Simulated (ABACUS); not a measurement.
# Fe (Im-3m) in ABACUS: a series of runs, part 2 of 2

ABACUS 3.10.1. The steps go on from the part before.

**3. Relaxation of cell and atoms, PBE, collinear spin, ferromagnetic start, target pressure 5 GPa, at which the enthalpy is minimised**

Contents of INPUT:

```
INPUT_PARAMETERS
suffix              Fe
calculation         cell-relax
basis_type          pw
pseudo_dir          ./
symmetry            1
dft_functional      pbe
ecutwfc             90
pseudo_rcut         7
nspin               2
nbands              14
ks_solver           dav
smearing_method     fd
smearing_sigma      0.00367493
scf_thr             1e-08
scf_nmax            100
mixing_type         broyden
mixing_beta         0.4
cal_force           1
cal_stress          1
relax_nmax          60
force_thr_ev        0.01
relax_method        cg
out_stru            1
stress_thr          1
press1              50
press2              50
press3              50
kpar                4
```

Contents of STRU:

```
ATOMIC_SPECIES
Fe 55.8450 Fe.upf

LATTICE_CONSTANT
1.8897261246

LATTICE_VECTORS
-1.4430000000 1.4430000000 1.4430000000
1.4430000000 -1.4430000000 1.4430000000
1.4430000000 1.4430000000 -1.4430000000

ATOMIC_POSITIONS
Cartesian

Fe
0.0
1
0.0000000000 0.0000000000 0.0000000000 1 1 1 mag 3
```

Contents of KPT:

```
K_POINTS
0
Gamma
9 9 9 0 0 0
```

Potentials or basis: PseudoDojo NC SR 0.4.1 PBE standard, plane waves.

The run is started by

```bash
$ OMP_NUM_THREADS=1 mpirun -np 4 abacus > log
```

running log:

```text
ABACUS v3.10.1

               Atomic-orbital Based Ab-initio Computation at UStc

 ------------------------------------------------------------------------------------

 READING GENERAL INFORMATION
                           global_out_dir = OUT.Fe/
                           global_in_card = INPUT
                               pseudo_dir = ./
                              orbital_dir =
                                    DSIZE = 4
                                    GSIZE = 1

 READING UNITCELL INFORMATION
                                    ntype = 1
                  lattice constant (Bohr) = 1.88973
              lattice constant (Angstrom) = 1

 READING ATOM TYPE 1
                               atom label = Fe
                      L=0, number of zeta = 1
                      L=1, number of zeta = 1
                      L=2, number of zeta = 1
             number of atom for this type = 1
               magnetization of element 1 = 3

                        TOTAL ATOM NUMBER = 1
CARTESIAN COORDINATES ( UNIT =       1.889726124600 Bohr ).
    atom                   x                   y                   z     mag                  vx                  vy                  vz
tauc_Fe1            0.0000000000        0.0000000000        0.0000000000  3.0000        0.0000000000        0.0000000000        0.0000000000

                          Volume (Bohr^3) = 81.1065
                             Volume (A^3) = 12.0187

 Lattice vectors: (Cartesian coordinate: in unit of a_0)
               -1.443              +1.443              +1.443
               +1.443              -1.443              +1.443
               +1.443              +1.443              -1.443
 Reciprocal vectors: (Cartesian coordinate: in unit of 2 pi/a_0)
                   +0             +0.3465             +0.3465
              +0.3465                  +0             +0.3465
[... 151 lines left out ...]
[... stars of the k points ...]
                             nks(nspin=2) = 18
                          nkstot(nspin=2) = 70

[... K-POINTS CARTESIAN COORDINATES: 18 rows ...]

[... K-POINTS DIRECT COORDINATES: 18 rows ...]

 SETUP PLANE WAVES FOR WAVE FUNCTIONS
     energy cutoff for wavefunc (unit:Ry) = 90
              fft grid for wave functions = [ 30, 30, 30 ]
                    number of plane waves = 1745
                         number of sticks = 201

 PARALLEL PW FOR WAVE FUNCTIONS
     PROC   COLUMNS(POT)             PW
        1            201           1745
 --------------- sum -------------------
        1            201           1745

 SETUP NONLOCAL PSEUDOPOTENTIALS IN PLANE WAVE BASIS
 Fe non-local projectors:
 projector 1 L=0
 projector 2 L=0
 projector 3 L=1
 projector 4 L=1
 projector 5 L=2
 projector 6 L=2
      TOTAL NUMBER OF NONLOCAL PROJECTORS = 18

 Init Non-Local PseudoPotential table :
 Init Non-Local-Pseudopotential done.

                                     npwx = 1174

 Make real space PAO into reciprocal space.
       max mesh points in Pseudopotential = 701
     dq(describe PAO in reciprocal space) = 0.01
                                    max q = 1905

 number of pseudo atomic orbitals for Fe is 4
WARNING: norm of atomic wavefunction # 3 of atomic type Fe is 0.999976, renormalized
WARNING: norm of atomic wavefunction # 4 of atomic type Fe is 0.996498, renormalized

 -------------------------------------------
 STEP OF RELAXATION : 1
 -------------------------------------------
                                 init_chg = atomic

 PW ALGORITHM --------------- ION=   1  ELEC=   1--------------------------------
 Notice: Threshold on eigenvalues was too large.
 hsover_error=0.16 > DRHO=0.0341371
 Origin diag ethr = 0.01
 New diag ethr = 0.000213357
          total magnetism (Bohr mag/cell) = 2.53505
       absolute magnetism (Bohr mag/cell) = 2.55549
                        nelec for spin up = 9.26753
                      nelec for spin down = 6.73247
[... 661 lines left out ...]
 Largest gradient in stress is 0.615696 kbar.
 Threshold is 1.000000 kbar.

 Relaxation is converged!

 --------------------------------------------
 !FINAL_ETOT_IS -3410.6606343480430041 eV
 --------------------------------------------
```

stdout:

```text
ABACUS v3.10.1

               Atomic-orbital Based Ab-initio Computation at UStc

%%%%%%%%%%%%%%%%%%%%%%%%%%%%%%%%%%%%%%%%%%%%%%%%%%%%%%%%%%%%%%%%%%%%%%%%%%%%%%%%%%%%%%%%%%%%%%%%%%%%%%%%%
 Warning: the number of valence electrons in pseudopotential > 8 for Fe: [Ar] 3d6 4s2
[... 119 lines left out ...]
----------------------------------------------------------------
        50.6156955716         0.0000000000         0.0000000000
         0.0000000000        50.6156955716        -0.0000000000
        -0.0000000000        -0.0000000000        50.6156955716
----------------------------------------------------------------
 TOTAL-PRESSURE: 50.615696 KBAR

 ETOT DIFF (eV)       : 0.001830
 LARGEST GRAD (eV/A)  : 0.000000
```

Wall time 15 s (4 MPI ranks of Intel Xeon 6975P-C (Granite Rapids), shared host); peak memory 0.28 GiB.

What came out:

```
Free energy                                            : -3410.6606 eV
Relaxed volume                                         : 11.05 Å³/atom
Relaxed cell                                           : a = 2.430 Å, b = 2.430 Å, c = 2.430 Å, α = 109.47°, β = 109.47°, γ = 109.47°
Space group after relaxing (to 0.05 Å)                 : Im-3m (No. 229)
Energy change on relaxing (the enthalpy is what falls) : -1.6 meV/atom
Ionic steps                                            : 5
Pressure after relaxing                                : 5.1 GPa
Band gap on the k mesh                                 : none (metal or under the smearing width)
Net moment                                             : 2.11 μB per cell
Absolute moment                                        : 2.23 μB per cell
```

The path:
```tsv
step	energy change (eV)	largest force (eV/Å)	pressure (GPa)	volume (Å³)
1	0.0000	0.0000	-3.79	12.02
2	0.0062	0.0000	8.92	10.87
3	-0.0049	0.0000	2.42	11.19
4	-0.0034	0.0000	3.80	11.11
5	-0.0016	0.0000	5.06	11.05
```

Final structure:
```
Fe
1.0
    -1.40301    1.40301    1.40301
     1.40301   -1.40301    1.40301
     1.40301    1.40301   -1.40301
Fe
1
Direct
  0.00000 0.00000 0.00000
```

**4. Relaxation of cell and atoms, PBE, collinear spin, ferromagnetic start, target pressure 10 GPa, at which the enthalpy is minimised**

Changes to INPUT since step 3:

```diff
@@ -25,5 +25,5 @@
 stress_thr          1
-press1              50
-press2              50
-press3              50
+press1              100
+press2              100
+press3              100
 kpar                4
```

STRU is that of step 3.

KPT is that of step 3.

The run is started by

```bash
$ OMP_NUM_THREADS=1 mpirun -np 4 abacus > log
```

It took 27 s on 4 MPI ranks of Intel Xeon 6975P-C (Granite Rapids), shared host; peak memory 0.28 GiB.

Results (log left out):

```yaml
Free_energy: -3410.6503 eV
Relaxed_volume: 10.82 Å³/atom
Relaxed_cell: a = 2.414 Å, b = 2.414 Å, c = 2.414 Å, α = 109.47°, β = 109.47°, γ = 109.47°
Space_group_after_relaxing_to_0.05_Å: Im-3m (No. 229)
Energy_change_on_relaxing_the_enthalpy_is_what_falls: +8.8 meV/atom
Ionic_steps: 9
Pressure_after_relaxing: 9.9 GPa
Band_gap_on_the_k_mesh: none (metal or under the smearing width)
Net_moment: 2.09 μB per cell
Absolute_moment: 2.21 μB per cell
```

Step by step:
```csv
step,energy change (eV),largest force (eV/Å),pressure (GPa),volume (Å³)
1,0.0000,0.0000,-3.79,12.02
2,0.0729,0.0000,26.56,10.25
3,-0.0060,0.0000,-0.80,11.56
4,0.0004,0.0000,6.16,10.99
5,0.0252,0.0000,15.45,10.62
6,-0.0046,0.0000,2.73,11.18
7,0.0075,0.0000,9.46,10.85
8,0.0106,0.0000,10.72,10.80
9,0.0088,0.0000,9.94,10.82
```

Final structure:
```
CELL_PARAMETERS angstrom
-1.39350 1.39350 1.39350
1.39350 -1.39350 1.39350
1.39350 1.39350 -1.39350
ATOMIC_POSITIONS crystal
Fe 0.00000 0.00000 0.00000
```

Levels at points of the mesh, in eV from the Fermi level:
Spin up:
| k point | band 6 | band 7 | band 8 | band 9 | band 10 |
| --- | --- | --- | --- | --- | --- |
| (0.00, 0.00, 0.00) | -2.37 | -2.37 | -2.37 | -1.11 | -1.11 |
Spin down:
| k point | band 4 | band 5 | band 6 | band 7 | band 8 | band 9 | band 10 |
| --- | --- | --- | --- | --- | --- | --- | --- |
| (0.00, 0.00, 0.00) | -51.33 | -8.62 | -0.44 | -0.44 | -0.44 | 1.83 | 1.83 |

**5. The reference run**

An earlier run on the cell as given: functional PBEsol; potentials or basis PseudoDojo NC SR 0.4.1 PBEsol standard; cutoff 1225 eV; density cutoff 4898 eV; basis plane waves; k mesh 13 × 13 × 13; occupations fermi-dirac, width 0.05 eV; collinear spin, ferromagnetic start; starting moments [3.0] μB.

- Pressure: -15.6 GPa
- Band gap on the k mesh: none (metal or under the smearing width)
- Net moment: 2.38 μB per cell
- Absolute moment: 2.51 μB per cell

**6. The runs side by side**

| task | level | potentials or basis | cell | k mesh | max steps of the relaxation | force threshold | optimiser | stress threshold | gap on the mesh (eV) | pressure (GPa) | moment (μB) |
| --- | --- | --- | --- | --- | --- | --- | --- | --- | --- | --- | --- |
| relaxation of cell and atoms | PBE | PseudoDojo NC SR 0.4.1 PBE standard, plane waves | relaxed | 9 × 9 × 9 | 60 | 0.01 eV/Å | cg | 1 kbar | none | 0.0 | 2.22 |
| relaxation of cell and atoms | PBE | PseudoDojo NC SR 0.4.1 PBE standard, plane waves | relaxed to 5 GPa | 9 × 9 × 9 | 60 | 0.01 eV/Å | cg | 1 kbar | none | 5.1 | 2.11 |
| relaxation of cell and atoms | PBE | PseudoDojo NC SR 0.4.1 PBE standard, plane waves | relaxed to 10 GPa | 9 × 9 × 9 | 60 | 0.01 eV/Å | cg | 1 kbar | none | 9.9 | 2.09 |
| single point | PBEsol | PseudoDojo NC SR 0.4.1 PBEsol standard, plane waves | as given | 13 × 13 × 13 | - | - | - | - | none | -15.6 | 2.38 |

Alike in all rows: spin collinear, ferromagnetic start; cutoff (eV) 1225; smearing fermi-dirac 0.05 eV.

Caveats: so large a pressure means that the cell lies far from this level's equilibrium, or that cutoff or potentials fall short (some runs).

Total energies depend on the potentials used, so only differences within one code and one set of settings carry meaning.
